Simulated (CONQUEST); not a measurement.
Input of a CONQUEST 1.3 run:

Contents of Conquest_input:

```
IO.Title Na
IO.Coordinates coords.dat
IO.FractionalAtomicCoords T
IO.Iprint 2
IO.Iprint_init 1
General.NumberOfSpecies 1
General.PseudopotentialType hamann
General.DistanceUnits A
General.FunctionalType -120135
General.DifferentFunctional T
AtomMove.TypeOfRun static
AtomMove.FullStress T
Grid.GridCutoff 80
DM.SolutionMethod diagon
Diag.MPMesh T
Diag.GammaCentred T
Diag.MPMeshX 4
Diag.MPMeshY 4
Diag.MPMeshZ 4
Diag.kT 0.00367493
minE.SCTolerance 1e-6
SC.MaxIters 100
IO.AtomChargeOutput T
%block ChemicalSpeciesLabel
1 22.990 Na
%endblock
```

File coords.dat:

```
    4.2820000000     0.0000000000     0.0000000000
    0.0000000000     4.2820000000     0.0000000000
    0.0000000000     0.0000000000     4.2820000000
2
  0.0000000000   0.0000000000   0.0000000000 1 T T T
  0.5000000000   0.5000000000   0.5000000000 1 T T T
```

Potentials or basis: PseudoDojo NC PBEsol, SZP, grid cutoff 80 Ha.

Run with:

```console
$ Conquest
```

(1) Estimate the pressure.

(2) Estimate the band gap on the k mesh.

Answers

(1) -0.9 GPa.

(2) none (metal or under the smearing width).

Caveat: the k mesh is coarse (spacing up to 0.37 Å⁻¹), so the values aren't converged; the log labels positions in bohr as Å; the potentials were made for another functional, which shifts forces and pressure; the atomic basis is small; the basis of atomic orbitals isn't converged, which shifts pressures, moduli and gaps.
